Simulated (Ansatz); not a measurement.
Space group Fm-3m (No. 225). a = 4.112 Å, b = 4.112 Å, c = 4.112 Å, α = 90.00°, β = 90.00°, γ = 90.00°
| atom | site | symmetry | x | y | z |
| --- | --- | --- | --- | --- | --- |
| Ti | 4a | m-3m | 0.0000 | 0.0000 | 0.0000 |

Equation of state of this Ti structure (not necessarily the ground state), with shape and atoms relaxed at each volume where symmetry leaves them free. It has no gap at any of these volumes. Computed with DFT PBE, scalar-relativistic, plane waves, PAW in Ansatz.

Cutoff 420 eV; k points 18×18×18 on the computed 1-atom cell (Γ-centred); Gaussian smearing, width 0.10 eV; no spin polarisation.

```json
{"V (Å³/atom)": "15.297", "E − E(largest V) (meV/atom)": "49.32", "P (GPa)": "16.99"}
{"V (Å³/atom)": "15.818", "E − E(largest V) (meV/atom)": "2.81", "P (GPa)": "11.86"}
{"V (Å³/atom)": "16.339", "E − E(largest V) (meV/atom)": "-28.16", "P (GPa)": "7.38"}
{"V (Å³/atom)": "16.861", "E − E(largest V) (meV/atom)": "-45.49", "P (GPa)": "3.45"}
{"V (Å³/atom)": "17.382", "E − E(largest V) (meV/atom)": "-50.86", "P (GPa)": "0.00"}
{"V (Å³/atom)": "17.904", "E − E(largest V) (meV/atom)": "-45.73", "P (GPa)": "-3.01"}
{"V (Å³/atom)": "18.425", "E − E(largest V) (meV/atom)": "-31.41", "P (GPa)": "-5.65"}
{"V (Å³/atom)": "19.121", "E − E(largest V) (meV/atom)": "0.00", "P (GPa)": "-8.66"}
```

Task: Fit a third-order Birch–Murnaghan equation to E(V).

Result: V0 = 17.38 Å³/atom, B0 = 107 GPa, B0' = 3.4.

This fcc form isn't the element's structure at ambient conditions.